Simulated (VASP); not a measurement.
# WC: single point with LDA

Crystal: WC.

```
W C
1.0
     2.88954    0.00000    0.00000
    -1.44477    2.50241    0.00000
     0.00000    0.00000    2.81786
W C
1 1
Cartesian
  0.0000 0.0000 0.0000
  1.4448 0.8341 1.4089
```

```yaml
Program: VASP 6.6.1
Task: single point
Functional: LDA
Potentials_or_basis: VASP PAW LDA potentials, release 64 (W_sv, C)
Cutoff: 520 eV
k_mesh: 15 × 15 × 19
Occupations: methfessel-paxton, width 0.1 eV
Spin: no spin polarisation
Further_INCAR_settings: ALGO = Normal; EDIFF = 1e-06; NBANDS = 16
```

The pressure is 0.1 GPa and the band gap on the k mesh is none (metal or under the smearing width).

Levels at points of the mesh, in eV from the Fermi level:
| k point | band 6 | band 7 | band 8 | band 9 | band 10 | band 11 | band 12 | band 13 |
| --- | --- | --- | --- | --- | --- | --- | --- | --- |
| (0.00, 0.00, 0.00) | -4.39 | -3.39 | -3.39 | 0.16 | 3.30 | 3.30 | 5.74 | 5.74 |

Core levels (eV, on the scale of the bands):
```
atom                                                                                                                levels
 1 W  1s -68974.4, 2s -11903.9, 2p -10424.4, 3s -2729.8, 3p -2290.7, 3d -1783.8, 4s -549.0, 4p -404.7, 4d -221.2, 4f -17.0
 2 C                                                                                                             1s -250.9
```

Run time: 22 s on 1 thread of Intel(R) Xeon(R) 6975P-C (Granite Rapids), on a shared host, peak memory 0.2 GiB.

Spin-orbit coupling is left out, which matters for the levels of W.
